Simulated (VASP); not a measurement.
Here is a VASP 6.6.1 calculation.

The input POSCAR:

```
AgCl
1.0
    3.4339730000      0.0000000000      0.0000000000
    0.0000000000      3.4339730000      0.0000000000
    0.0000000000      0.0000000000      3.4339730000
Ag Cl
1 1
Direct
    0.0000000000      0.0000000000      0.0000000000
    0.5000000000      0.5000000000      0.5000000000
```

INCAR.step1

```
SYSTEM = AgCl
  PREC = Accurate
  ENCUT = 520
  EDIFF = 1E-5
  ISMEAR = -5
  SIGMA = 0.05
  LREAL = .False.
  LASPH = .True.
  NELM = 60
  ALGO = Normal
  ISIF = 2
  LWAVE = .True.
  LCHARG = .False.
  LMAXMIX = 4
  GGA = PE
```

Contents of INCAR.step2:

```
SYSTEM = AgCl
  PREC = Accurate
  ENCUT = 520
  EDIFF = 1E-6
  ISMEAR = -5
  SIGMA = 0.05
  LREAL = .False.
  LASPH = .True.
  NELM = 60
  ALGO = Normal
  ISIF = 2
  LWAVE = .False.
  LCHARG = .False.
  LMAXMIX = 4
  GGA = PE
  LHFCALC = .True.
  AEXX = 1.0
  ALDAC = 0.0
  AGGAC = 0.0
  PRECFOCK = Normal
  HFRCUT = -1
  LORBIT = 10
  ISTART = 1
  NEDOS = 1001
```

KPOINTS

```
Automatic mesh
0
Gamma
  4 4 4
  0 0 0
```

Potentials or basis: VASP PAW PBE potentials, release 54 (Ag, Cl).

The run is started by

```console
$ cat potpaw_PBE.54/Ag/POTCAR potpaw_PBE.54/Cl/POTCAR > POTCAR
$ cp INCAR.step1 INCAR
$ mpirun -np 1 vasp_std > vasp.out
$ cp INCAR.step2 INCAR
$ mpirun -np 1 vasp_std > vasp.out
```

Estimate the pressure.

8.3 GPa.

What does it give for the band gap on the k mesh?

9.92 eV, indirect (least direct gap 11.35 eV).

States per cell in windows of 1 eV (zero at the valence-band top; states under -8 eV left out):
| from (eV) | total | Ag1_d | Cl2_p | Ag1_s | Ag1_p | Cl2_s | Cl2_d |
| --- | --- | --- | --- | --- | --- | --- | --- |
| -8.0 | 0.00 | 0.00 | 0.00 | 0.00 | 0.00 | 0.00 | 0.00 |
| -7.0 | 0.00 | 0.00 | 0.00 | 0.00 | 0.00 | 0.00 | 0.00 |
| -6.0 | 2.65 | 1.56 | 0.48 | 0.03 | 0.01 | 0.00 | 0.00 |
| -5.0 | 6.49 | 5.56 | 0.33 | 0.01 | 0.01 | 0.01 | 0.00 |
| -4.0 | 1.18 | 0.95 | 0.11 | 0.00 | 0.01 | 0.00 | 0.00 |
| -3.0 | 2.63 | 0.96 | 0.97 | 0.04 | 0.03 | 0.02 | 0.00 |
| -2.0 | 1.08 | 0.23 | 0.54 | 0.00 | 0.01 | 0.00 | 0.00 |
| -1.0 | 2.06 | 0.38 | 1.19 | 0.00 | 0.01 | 0.00 | 0.00 |
| 0.0 | 0.00 | 0.00 | 0.00 | 0.00 | 0.00 | 0.00 | 0.00 |
| 1.0 | 0.00 | 0.00 | 0.00 | 0.00 | 0.00 | 0.00 | 0.00 |
| 2.0 | 0.00 | 0.00 | 0.00 | 0.00 | 0.00 | 0.00 | 0.00 |
| 3.0 | 0.00 | 0.00 | 0.00 | 0.00 | 0.00 | 0.00 | 0.00 |
| 4.0 | 0.00 | 0.00 | 0.00 | 0.00 | 0.00 | 0.00 | 0.00 |
| 5.0 | 0.00 | 0.00 | 0.00 | 0.00 | 0.00 | 0.00 | 0.00 |
| 6.0 | 0.00 | 0.00 | 0.00 | 0.00 | 0.00 | 0.00 | 0.00 |
| 7.0 | 0.00 | 0.00 | 0.00 | 0.00 | 0.00 | 0.00 | 0.00 |

Caveat: the k mesh is coarse (spacing up to 0.46 Å⁻¹), so the values aren't converged, least of all with exact exchange; the PAW data sets were made with another functional, which shifts forces and pressure a little. A k mesh can miss the band edges.
